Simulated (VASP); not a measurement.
A run of VASP 6.6.1:

Contents of INCAR:

```
SYSTEM = HgTe
PREC = Accurate
ENCUT = 600
EDIFF = 1E-6
ISMEAR = 0
SIGMA = 0.03
LREAL = .False.
LASPH = .True.
NELM = 80
ALGO = Normal
ISIF = 3
LWAVE = .False.
LCHARG = .False.
GGA = PS
IBRION = 2
NSW = 90
EDIFFG = -0.01
```

File KPOINTS:

```
Automatic mesh
0
Gamma
  10 10 10
  0 0 0
```

POSCAR

```
HgTe
1.0
    0.0000000000      3.2145000000      3.2145000000
    3.2145000000      0.0000000000      3.2145000000
    3.2145000000      3.2145000000      0.0000000000
Hg Te
1 1
Direct
    0.0000000000      0.0000000000      0.0000000000
    0.2500000000      0.2500000000      0.2500000000
```

Potentials or basis: VASP PAW PBE potentials, release 64 (Hg, Te).

Run with:

```bash
$ cat potpaw_PBE.64/Hg/POTCAR potpaw_PBE.64/Te/POTCAR > POTCAR
$ mpirun -np 1 vasp_std > vasp.out
```

Hardware: 1 thread of Intel(R) Xeon(R) Platinum 8488C (Sapphire Rapids), on a shared host.

Question: How long does it take, and how much memory?

Answer: Run time: 79 s on 1 thread of Intel(R) Xeon(R) Platinum 8488C (Sapphire Rapids), on a shared host, peak memory 0.24 GiB. Counts: scf iterations 30, k points 47, ion steps 3.
